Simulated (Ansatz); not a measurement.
ZnS at 20 GPa: from Born charge to LO–TO splitting and polaron coupling

The calculation used DFT LDA, scalar-relativistic, plane waves, PAW (Ansatz 0.2.0). Cutoff 420 eV, 10×10×10 k-points (Γ-centred), fixed occupations. No spin polarisation. Phonons by linear response, acoustic sum rule imposed.

The cell, relaxed at 20 GPa:
```cif
data_structure
_symmetry_space_group_name_H-M 'F-43m'
_symmetry_Int_Tables_number 216
_cell_length_a 5.0190
_cell_length_b 5.0190
_cell_length_c 5.0190
_cell_angle_alpha 90.000
_cell_angle_beta 90.000
_cell_angle_gamma 90.000
_cell_volume 126.43
loop_
_atom_site_label
_atom_site_type_symbol
_atom_site_symmetry_multiplicity
_atom_site_Wyckoff_symbol
_atom_site_fract_x
_atom_site_fract_y
_atom_site_fract_z
_atom_site_occupancy
Zn1 Zn 4 a 0.00000 0.00000 0.00000 1
S1 S 4 c 0.25000 0.25000 0.25000 1
```

The real crystal has changed phase below this pressure.

Linear response gives ν_TO = 378.7 cm⁻¹, Born charges ±1.665 e (positive on Zn) and ε∞ = 6.271. The primitive cell holds 31.608 Å³, and the masses are 65.380 and 32.060 amu.

Problem. Find ν_LO and the static dielectric constant.

Solution. The long-wave field adds a restoring force: ω_LO² − ω_TO² = Z*²e²/(ε_vac ε∞ μV). In these units ν_LO² − ν_TO² = 4.92064×10⁷ Z*²/(μ V ε∞) cm⁻², with μ = m₁m₂/(m₁ + m₂) = 21.512 amu: 31987 cm⁻². So ν_LO = √(378.7² + 31987) = 418.8 cm⁻¹, and the run gives 418.8. Lyddane–Sachs–Teller then gives ε0 = ε∞ (ν_LO/ν_TO)² = 7.67, against 7.67 in the run (it forms both from the same three quantities, so the match checks the arithmetic only). Between ν_TO and ν_LO the dielectric function is negative and an undamped crystal reflects fully: a reststrahlen band from 23.9 to 26.4 μm.

Problem. What do the Clausius–Mossotti polarisability and the Szigeti charge come to?

Solution. With the Lorentz local field, α = (3V/4π)(ε∞ − 1)/(ε∞ + 2) = 4.81 Å³ for the pair, and e_S = 3Z*/(ε∞ + 2) = 0.60 e. The Born charge includes the electrons' response to the dipole's own local field, and e_S takes that enhancement out. The Lorentz field assumes point-like polarisable ions, a poor picture once ε∞ is this large, since the electron clouds then overlap or are shared, so both numbers are formal here.

Problem. How strongly does a slow electron couple to the LO mode?

Solution. For one isotropic parabolic band, Fröhlich's constant is α_F = (1/ε∞ − 1/ε0) √(m* Ry/ħω_LO), with Ry = 13.606 eV, ħω_LO = 51.9 meV and m* in free-electron masses: α_F = 0.0291 × 16.19 × √m* = 0.47 √m*. The band mass isn't part of this run; for m* = 0.1, 0.3 and 1 it gives 0.15, 0.26, 0.47. In weak coupling the polaron lies α_F ħω_LO below the band edge (13 meV at m* = 0.3) with a mass m*(1 + α_F/6); past α_F of about 5 or 6 that expansion fails. A semilocal functional's ε∞ tends to be too large, which taken alone lowers α_F.

Cost: 1 run of about 0.96 core-minutes, on Arm Neoverse V1 (shared hosts).

The lattice is only a modest part of the static screening: ε0 is 7.67 against an electronic 6.271. The bonds are polar but largely covalent, so short-range forces already make the transverse mode stiff, while the electrons screen much of the long-range field that lifts the longitudinal one. The Born charge of 1.665 e measures how polarisation follows displacement, including charge moving along the bonds, and isn't a static charge on zinc.

The same small difference between the two dielectric constants keeps the Fröhlich coupling weak for all three trial masses, which suggests a large, mobile polaron for conduction electrons. This doesn't carry over directly to holes, whose bands are degenerate and warped at the zone centre.

The real, fairly high TO frequency doesn't conflict with the known phase change. The transition to the rocksalt structure is first order and reconstructive, so it needs no soft zone-centre optical mode, and zinc blende can remain locally stable against this displacement after losing its thermodynamic stability.
